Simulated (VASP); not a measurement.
Here is a VASP 6.6.1 calculation.

Contents of INCAR:

```
  ALGO = Normal
  EDIFF = 1E-7
  ENCUT = 520
  GGA = PE
  ISIF = 2
  ISMEAR = -1
  LASPH = True
  LCHARG = False
  LREAL = False
  LWAVE = False
  NBANDS = 10
  NELM = 100
  PREC = Accurate
  SIGMA = 0.05
```

KPOINTS

```
k-points
0
Gamma
  7 7 7
```

The input POSCAR:

```
K
1.0
   -2.6290990000      2.6676120000      2.6000730000
    2.7186870000     -2.7444840000      2.7665340000
    2.6600780000      2.7754630000     -2.6769460000
K
1
Direct
   -0.0036850000     -0.0083200000      0.0072110000
```

Potentials or basis: VASP PAW PBE potentials, release 64 (K_sv).

Run with:

```console
$ cat potpaw_PBE.64/K_sv/POTCAR > POTCAR
$ mpirun -np 1 vasp_std > vasp.out
```

Predict the pressure.

-0.2 GPa.

Predict the band gap on the k mesh.

none (metal or under the smearing width).

Stress tensor (GPa, compression positive):
```
-0.21 -0.04 -0.09
-0.04 -0.20  0.08
-0.09  0.08 -0.22
```
